Shieldings of n-propylamine along its central torsion: forecasting the last quarter of the turn

1. Sizes to remember

In the known rows below, turning the C–C–C–N dihedral moves each carbon shielding by 8 to 10 ppm and the nitrogen shielding by 12 ppm. The step from anti (180°) to gauche (60°) is worth 2 to 5 ppm. Angles that look like mirror images, such as 120° and 240°, differ by a few tenths of a ppm up to 2 ppm. The dipole moment stays within 0.06 D. The question is how well these sizes, with some reasoning about symmetry, fix the rows at 270°, 300° and 330°.

Isotropic GIAO shieldings and dipole moment of n-propylamine (C3H9N, SMILES CCCN), computed with PySCF 2.14.0 at the PBE0/pcSseg-1 level with density fitting, non-relativistic, gas phase. The dihedral is that of the C–C–C–N chain, whose atoms are counted first to fourth in SMILES order; it is held at each angle while all else is relaxed with GFN2-xTB.

```
dihedral (°)  shielding of first atom (ppm)  shielding of second atom (ppm)  shielding of third atom (ppm)  shielding of fourth atom (ppm)  dipole moment (D)
           0                          177.3                           164.2                          145.7                           237.6               1.29
          30                          177.1                           161.8                          143.3                           236.3               1.26
          60                          174.5                           158.6                          139.1                           232.8               1.27
          90                          171.0                           157.9                          138.0                           230.6               1.28
         120                          169.3                           157.4                          137.6                           227.6               1.27
         150                          171.2                           156.9                          136.4                           226.5               1.28
         180                          172.8                           156.3                          135.7                           228.2               1.30
         210                          171.5                           156.7                          137.2                           227.3               1.31
         240                          169.7                           156.9                          138.3                           225.8               1.32
         270                              ?                               ?                              ?                               ?                  ?
         300                              ?                               ?                              ?                               ?                  ?
         330                              ?                               ?                              ?                               ?                  ?
```

The dihedral is called θ. The first to fourth atoms are the methyl carbon C1, the middle carbon C2, the carbon C3 that carries the amine, and N. The symbol σ stands for an isotropic shielding from the hybrid-functional calculation. A larger σ means a signal further upfield, so a chemical shift runs the opposite way. Entries are rounded to 0.1 ppm, and a difference of two entries is uncertain by 0.1 ppm on that account alone.

2. What the rows are

All known rows are the same closed-shell molecule with a frontier gap near 8 eV. The energies of the same calculations show the usual threefold profile: anti is the lowest of these rows, gauche at 60° lies 0.2 kcal/mol higher (too close to order at this level), and the eclipsed structures at 120°, 240° and 0° lie 3.7, 3.4 and 5.4 kcal/mol up. The highest known shieldings of all four atoms belong to 0°, a strained structure that is hardly populated at room temperature.

From 0° to 90° all four shieldings fall at every step. Beyond that the atoms part company. C2 and C3 keep falling to 180° and then turn up, C2 by only 0.6 ppm, too little to interpret with a small basis and semi-empirical geometries. C1 has minima near 120° and 240° with a bump at anti. N is low at 150° and 240°, with a smaller bump at anti.

3. Where the change comes from

A shielding is the sum of a diamagnetic part, set by the electron density around the nucleus, and a negative paramagnetic part, which arises when the magnetic field mixes occupied orbitals with empty ones that resemble them after a quarter turn about the nucleus. The split depends on the gauge, so only its broad message counts. The numbers give that message clearly: over the known rows the diamagnetic parts span 0.9 to 1.6 ppm, while the paramagnetic part of N goes from −75.1 ppm at 0° to −84.5 ppm at 180° and that of C1 from −68.7 to −73.9 ppm.

Two simple explanations fail against the same calculations. Atomic charge is one: the IAO charge of N varies by 0.005 e over the rows at 0°, 60°, 120°, 180° and 240°, and C1 carries the same charge (−0.414 e) at 0° and 240° although its shielding differs by 7.6 ppm between them. Hirshfeld charges move a little more but do not rescue the idea: N is least negative at 0° (−0.2308 e against −0.2442 e at anti), where it is most shielded, and C1 has nearly the same charge at 60° and 120° (−0.1189 and −0.1196 e) across a 5.2 ppm step. The frontier gap is the other. The paramagnetic term scales with the inverse of an excitation energy, so a small gap should deshield. The gap is smallest at 0° (7.91 eV against 8.22 eV at anti), where the paramagnetic terms are weakest. The frontier gap therefore moves the wrong way. It is not the mean excitation energy of the many orbital pairs that contribute, which is not tested here. What changes with θ is then the matrix elements between particular occupied and empty orbitals, or the energies of pairs other than the frontier one.

The principal values of the shielding tensor add a hint. Between 30° and 150° the least shielded component of N drops from 204.4 to 178.4 ppm, while the other two move by 0.2 and 3.4 ppm. A third of the summed 29.6 ppm is the isotropic fall. In the three carbons, too, the least shielded component drops most between these two angles. Over the four rows at 30°, 90°, 150° and 210° the picture is less clean: the other two components of N span 8 to 9 ppm, and all three of C3 span more than 10 ppm. The directions of the principal axes are not known here. Specific bond orbitals turning into and out of alignment would suit such an uneven response, but these values do not prove it. That the pair concerned is C1–C2 with C3–N, which interact best when anti, is an argument from vicinal hyperconjugation and is not shown by these numbers.

The extra shielding of end atoms in a gauche arrangement is the established γ-gauche effect, roughly 5 ppm for alkane carbons (a rough recalled figure). Here 60° exceeds 180° by 1.7 ppm for C1 and 4.6 ppm for N. The name covers that one comparison. It doesn't account for the minima of C1 or for the high values of the inner carbons at 0°, where opening of the bond angles under strain is a plausible contributor but remains a guess.

4. Why a Karplus form is not enough

An interaction between two vicinal bonds goes roughly as cos²θ, with a cos θ term that tells syn from anti. This is the Karplus form. Eclipsing of the other bonds repeats every 120° and adds cos 3θ:

σ(θ) = a₀ + a₁ cos θ + a₂ cos 2θ + a₃ cos 3θ + b sin θ

Two differences isolate a₃, because a₀, a₂ and b cancel in both:

σ(0°) − σ(180°) = 2(a₁ + a₃)
σ(60°) − σ(120°) = a₁ − 2a₃

Without a₃ the second difference would be half the first. For C1 the second is 5.2 ppm and half the first is 2.25 ppm, so a₃ = (2.25 − 5.2)/3 ≈ −1.0 ppm. For C2 the same arithmetic gives (3.95 − 1.2)/3 ≈ +0.9 ppm. In this form the threefold term lowers the methyl shielding at the eclipsed angles and raises that of the middle carbon. Least-squares fits to the nine known rows agree: adding cos 3θ cuts the rms residual for C1 from 0.66 to 0.10 ppm. For N it hardly helps (0.63 to 0.59 ppm). On three quarters of a circle the fitted coefficients trade against each other, and they are given no further meaning.

5. The broken mirror

If the molecule had a mirror plane at 180°, the missing rows would be copies of 90°, 60° and 30°. It has none. At 180° the two N–H hydrogens have shieldings of 31.55 and 30.90 ppm, so the NH₂ group is turned to one side. One hydrogen on C3 is less positive than its partner by 0.03 to 0.04 e in the five rows from 0° to 240° named above. Donation from the nitrogen lone pair into the C–H bond anti to it would do this, and its persistence argues that the amine keeps one rotamer along the scan.

With one rotamer, σ is a periodic function of θ. Its even part is the same at θ and at 360° − θ. Its odd part is measured by

d(θ) = σ(360° − θ) − σ(θ)

which vanishes at 0° and 180°. The lowest form with these zeros is d = k sin θ. Two pairs of known rows, 120°/240° and 150°/210°, give k by least squares, and since sin²120° + sin²150° = 1,

k = 0.866 d(120°) + 0.5 d(150°)

For N, d(120°) = 225.8 − 227.6 = −1.8 ppm and d(150°) = 227.3 − 226.5 = +0.8 ppm, so k = −1.56 + 0.40 = −1.16 ppm. The forecast for 270°, a row outside the fit, is σ(90°) + k sin 90° = 230.6 − 1.16 ≈ 229.4 ppm. The two known d of N have opposite signs, which sin θ cannot follow, so the model is visibly poor here. The same recipe gives k = +0.50, −0.53 and +1.01 ppm for C1, C2 and C3, and +0.058 D for the dipole.

The error bar is a judgement and has no statistical meaning: twice the largest known |d|, and at least 1.5 ppm. The doubling allows for a change of geometry. In the fitted pairs the methyl group is far from the amine; between 270° and 330° it approaches the other side of the amine from the one it meets at 30° to 90°, an N–H in place of the lone pair or the reverse.

6. Forecasts for 270°, 300° and 330°

C1: 171.5, 174.9, 177.3 ppm, each ±1.5
C2: 157.4, 158.1, 161.5 ppm, each ±1.5
C3: 139.0, 140.0, 143.8 ppm, each ±1.6
N: 229.4, 231.8, 235.7 ppm, each ±3.6
dipole: 1.34, 1.32, 1.29 D, each ±0.10

The dipole bar is wider than the known span, so that forecast is nearly empty. All four shieldings should rise from 270° to 330°, and C1 and N at 300° should exceed their anti values. The largest miss is expected in N, most likely at 270° or 300°. A flip of the amine during the geometry relaxation would break the forecast.

7. The computed values

The withheld rows as computed:

```
dihedral (°)  shielding of first atom (ppm)  shielding of second atom (ppm)  shielding of third atom (ppm)  shielding of fourth atom (ppm)  dipole moment (D)
         270                          170.6                           156.7                          137.6                           228.3               1.35
         300                          173.7                           157.5                          138.9                           230.8               1.38
         330                          174.9                           161.2                          142.8                           233.3               1.35
```

Computed minus forecast, at 270°, 300° and 330°:

C1: −0.9, −1.2, −2.4 ppm
C2: −0.7, −0.6, −0.3 ppm
C3: −1.4, −1.1, −1.0 ppm
N: −1.1, −1.0, −2.4 ppm
dipole: +0.01, +0.06, +0.06 D

The qualitative forecasts hold. All four shieldings rise from 270° to 330°, and at 300° C1 and N lie 0.9 and 2.6 ppm above anti. This is about half the γ-gauche increment found at 60°, and for C1 it is small enough that only its sign should be read, with caution. Fourteen of fifteen values fall inside their bars; C1 at 330° falls outside. The count flatters the model, since the N bar covers 7.2 ppm of a known span of 11.8 ppm and the dipole could scarcely miss.

The expectation about the largest miss was half wrong. N has it only narrowly (the rounded entries tie it with C1, the unrounded shieldings put it slightly ahead), and it lies at 330°, where sin θ made the correction smallest. All twelve shielding misses are negative. They come from three geometries and are not twelve independent trials, but they show a bias that symmetric bars did not anticipate.

8. Why the forecast ran high

The true asymmetry explains the pattern. Going from θ = 30° to 150° in steps of 30°, d for C1 is −2.2, −0.8, −0.4, +0.4 and +0.3 ppm. It changes sign between 90° and 120°, and so does d for C3. The correction fitted on the anti side thus pointed the wrong way for these two atoms, and plain reflection would have done better: an rms miss of 0.4 ppm against 1.2 for C3, and 1.4 against 1.7 for C1. For C1 the sine had matched its two fitted points to 0.05 ppm. One parameter through two sub-ppm differences tests almost nothing, and differences of that size are also where the small basis and the approximate geometries bite.

For C2, N and the dipole the correction had the right sign and was too small in each of the three rows. C2 comes nearest to a sine, with d negative in all five pairs and deepest at 90°. It is neither an end atom nor the carrier of the amine, which may be why a single smooth term serves.

The end atoms have their largest asymmetry at 30°/330°: −2.2 ppm for C1 and −3.0 ppm for N. That is where they are closest, apart from 0° itself, where d is zero by definition. For C1 the effect is concentrated there, as a short-range contact between methyl and amine would make it, and pairs near anti carry little information about such a contact. For N it is not: d is still −2.3 ppm at 90° and −1.8 ppm at 120°, so contact alone does not explain it. Seen along the circle, C1 climbs 2.4 ppm from 330° to 0° and then drops only 0.2 ppm to 30°, so its maximum seems displaced to the positive side of 0°. Closest approach to a lopsided amine need not fall at zero dihedral, which makes a displaced maximum natural. The held-angle relaxation could also have settled into a somewhat different amine or methyl twist on the two sides of the syn barrier, in which case part of the step is an artefact of the scan. A flip of the amine into its mirror-image rotamer would have made the withheld rows copies of 90°, 60° and 30°, and the N differences of 2.0 to 3.0 ppm speak against that. A turn into the third rotamer, with the lone pair anti to the C2–C3 bond, would have evened out the charges of the two hydrogens on C3. At 300° their IAO charges still differ by 0.03 e, with the same hydrogen the less positive, so the amine kept its rotamer there.

The hydrogens of the same calculations indicate which face of the amine the methyl meets on which side. At 300° one methyl hydrogen has a shielding of 29.53 ppm against 30.80 and 31.11 for the other two, and an IAO charge of 0.1517 e, about 0.02 e above theirs. At 60°, the same size of dihedral, the three lie between 30.52 and 31.22 ppm and none stands out in this way. A deshielded, more positive C–H is what a contact with the lone pair looks like, so the lone pair most likely faces the methyl at 300° and an N–H at 60°. At 0° a second methyl hydrogen shows the same signs. Hirshfeld charges, which share overlapping density between neighbours, fit this reading: N is less negative at 300° and 0° (−0.2313 and −0.2308 e) than at 60° (−0.2423 e). The two gauche forms also differ in dipole, 1.27 D at 60° and 1.38 D at 300°, and in energy: 300° lies 0.3 kcal/mol below 60° and 0.06 kcal/mol below anti, too close to order at this level.

9. No form wins everywhere

The five-term Fourier fit forecasts shieldings within 0.6 ppm of the corrected reflection, except for N at 270° (1.2 ppm lower), and its rms misses are similar. The Karplus form with sin θ, fitted to the same nine rows, has the smallest rms miss for C1 (1.0 ppm) and N (1.3 ppm) and the largest for C2 (1.8 ppm) and C3 (2.7 ppm). Its success on C1 is best read as cancellation: leaving out cos 3θ pulls the forecast at 300° down, the direction in which the unforeseen asymmetry happened to lie, while the known rows plainly demand that term.

10. Carrying it over

Symmetry decides whether half a scan suffices. A chain whose end group has a mirror plane at anti, such as a methyl, or this amine with its lone pair anti to the C2–C3 bond, has d = 0 exactly as long as that rotamer persists. An end group turned to one side, such as this NH₂ or a gauche O–H, gives two inequivalent gauche forms. In this scan the difference between mirror angles was largest in the end atoms at small dihedrals; whether that holds for other end groups is not tested here. Over all five pairs here, reflection is wrong by up to 2.2 ppm for C1, 1.2 for C2, 0.8 for C3 and 3.0 for N, against ranges of 8 to 12 ppm. It gives the shape of the curve and leaves the γ-gauche increment uncertain by a factor of two. A measured spectrum averages over both gauche forms, anti, the amine rotamers and the vibrations, so no single row is a prediction of an observed shift.
